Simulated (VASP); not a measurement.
# MgH₂: molecular dynamics with a thermostat

MgH₂, Pa-3 (no. 205), 12 atoms in the cell. PBE, molecular dynamics; PAW potentials Mg, H (PBE set).

Ensemble: Nose-Hoover; Target temperature (K): 1600.

## Input

INCAR:
```
SYSTEM = MgH2
GGA = PE
PREC = Normal
ENCUT = 250
EDIFF = 1E-6
NELMIN = 4
NELM = 60
ALGO = Normal
LREAL = Auto
LASPH = .True.
ISMEAR = 0
SIGMA = 0.05
ISYM = 0
LWAVE = .False.
LCHARG = .False.
IBRION = 0
NSW = 60
POTIM = 0.5
TEBEG = 1600
ISIF = 2
RANDOM_SEED = 853933 0 0
MDALGO = 2
SMASS = 0
KPAR = 2
```

KPOINTS:
```
k-points
0
Monkhorst-Pack
  2 2 2
```

POSCAR:
```
MgH2
1.0
    4.7892341100      0.0000000000      0.0000000000
    0.0000000000      4.7892341100      0.0000000000
    0.0000000000      0.0000000000      4.7892341100
Mg H
4 8
Direct
    0.0000000000      0.0000000000      0.0000000000
    0.0000000000      0.5000000000      0.5000000000
    0.5000000000      0.0000000000      0.5000000000
    0.5000000000      0.5000000000      0.0000000000
    0.3439385400      0.3439385400      0.3439385400
    0.6560614600      0.8439385400      0.1560614600
    0.1560614600      0.6560614600      0.8439385400
    0.8439385400      0.1560614600      0.6560614600
    0.6560614600      0.6560614600      0.6560614600
    0.3439385400      0.1560614600      0.8439385400
    0.8439385400      0.3439385400      0.1560614600
    0.1560614600      0.8439385400      0.3439385400
```

Commands:
```
cat potpaw_PBE.64/Mg/POTCAR potpaw_PBE.64/H/POTCAR > POTCAR
mpirun -np 2 vasp_std > vasp.out
```

## Result

- Mean temperature (K): 1542
- Spread of the conserved energy (meV/atom): 0.56
- Rise of the mean potential energy above the start (meV/atom): 152.4
- Electronic steps per ionic step after the first: 4.8

Course of the run:

| Time (fs) | Temperature (K) | Potential energy less the first (meV/atom) | Conserved energy less the first (meV/atom) |
|---|---|---|---|
| 0 | 1600 | 0.0 | 0.00 |
| 3 | 1363 | 29.4 | 0.01 |
| 5 | 993 | 82.6 | 0.10 |
| 8 | 861 | 128.6 | 0.27 |
| 10 | 1325 | 127.7 | 0.38 |
| 12 | 2373 | 133.1 | 0.09 |
| 14 | 2794 | 174.0 | -0.18 |
| 16 | 2339 | 223.2 | 0.17 |
| 18 | 1817 | 228.4 | 0.21 |
| 21 | 1381 | 212.6 | 0.14 |
| 23 | 1206 | 196.8 | 0.08 |
| 26 | 1141 | 182.0 | 0.04 |
| 28 | 1142 | 181.3 | -0.00 |
| 30 | 1146 | 201.6 | 0.06 |

REPORT:
```
MDALGO =   2
               SCALING =       0
                 CNEXP =     9.000   14.000
           RANDOM_SEED =            853933                0                0

   original number of atomic DOF:         33
   number of independent constraints:      0
   number of active DOF:                  33

========================================
         MD step No.       1
========================================

  Atomic velocities initialized by STEP_tb

  >Energies
                    E_tot             E_pot             E_kin               EPS                ES
   e_b>   -0.32513292E+02   -0.34788121E+02    0.22748297E+01    0.00000000E+00    0.00000000E+00

  >Temperature
               T_sim     T_inst
   tmprt>   1600.000   1599.887

  >Thermostat:
           s(n+1) sdot(n+1)      s(n)   sdot(n)        Qs
   s_b>  -0.00000  -0.00000   0.00000   0.00000   0.03879

           RANDOM_SEED =            853933               72                0

[... steps left out ...]

========================================
         MD step No.      60
========================================

  >Energies
                    E_tot             E_pot             E_kin               EPS                ES
   e_b>   -0.32512578E+02   -0.32368916E+02    0.16296556E+01    0.10771999E+00   -0.18810369E+01

  >Temperature
               T_sim     T_inst
   tmprt>   1600.000   1146.137

  >Thermostat:
           s(n+1) sdot(n+1)      s(n)   sdot(n)        Qs
   s_b>  -0.43930  -0.02760  -0.41342  -0.02417   0.03879

           RANDOM_SEED =            853933               72                0
```

OSZICAR:
```
N       E                     dE             d eps       ncg     rms          rms(c)
DAV:   1    -0.483470467636E+01   -0.48347E+01   -0.36626E+03   120   0.453E+02
DAV:   2    -0.351756863432E+02   -0.30341E+02   -0.28719E+02   155   0.832E+01
DAV:   3    -0.369206689863E+02   -0.17450E+01   -0.17431E+01   176   0.219E+01
DAV:   4    -0.369275628106E+02   -0.68938E-02   -0.68937E-02   120   0.159E+00
DAV:   5    -0.369276083402E+02   -0.45530E-04   -0.45530E-04   162   0.137E-01    0.878E+00
DAV:   6    -0.353729558261E+02    0.15547E+01   -0.82208E-01   148   0.480E+00    0.468E+00
DAV:   7    -0.347779773390E+02    0.59498E+00   -0.13039E+00   148   0.623E+00    0.707E-01
DAV:   8    -0.347886542498E+02   -0.10677E-01   -0.26743E-02   120   0.102E+00    0.155E-01
DAV:   9    -0.347880891467E+02    0.56510E-03   -0.11642E-03   176   0.193E-01    0.240E-02
DAV:  10    -0.347881249163E+02   -0.35770E-04   -0.67894E-05   120   0.510E-02    0.174E-02
DAV:  11    -0.347881211687E+02    0.37476E-05   -0.92045E-06   120   0.142E-02    0.126E-03
DAV:  12    -0.347881212794E+02   -0.11073E-06   -0.27382E-07    60   0.353E-03
[... left out ...]
     58 T=  1138. E= -.32513324E+02 F= -.32492613E+02 E0= -.32492613E+02  EK= 0.16187E+01 SP= -.17E+01 SK= 0.54E-01
     59 T=  1139. E= -.32513049E+02 F= -.32432155E+02 E0= -.32432155E+02  EK= 0.16196E+01 SP= -.18E+01 SK= 0.79E-01
[... last step whole ...]
       N       E                     dE             d eps       ncg     rms          rms(c)
DAV:   1    -0.323687813210E+02    0.63373E-01   -0.11107E-03   120   0.124E+00    0.115E-02
DAV:   2    -0.323689166657E+02   -0.13534E-03   -0.13269E-03   120   0.296E-01    0.108E-02
DAV:   3    -0.323689166398E+02    0.25984E-07   -0.22033E-06   168   0.107E-02    0.880E-03
DAV:   4    -0.323689164768E+02    0.16300E-06   -0.24090E-06   127   0.109E-02
     60 T=  1146. E= -.32512578E+02 F= -.32368916E+02 E0= -.32368916E+02  EK= 0.16297E+01 SP= -.19E+01 SK= 0.11E+00
```

Limits: 30 fs of 12 atoms are too short for converged averages; the cell is only 4.8 Å across, so each atom moves in step with near copies of itself.

VASP 6.6.1 took 212 s on 2 cores (AMD EPYC 7R43 (Zen 3)), a shared host.
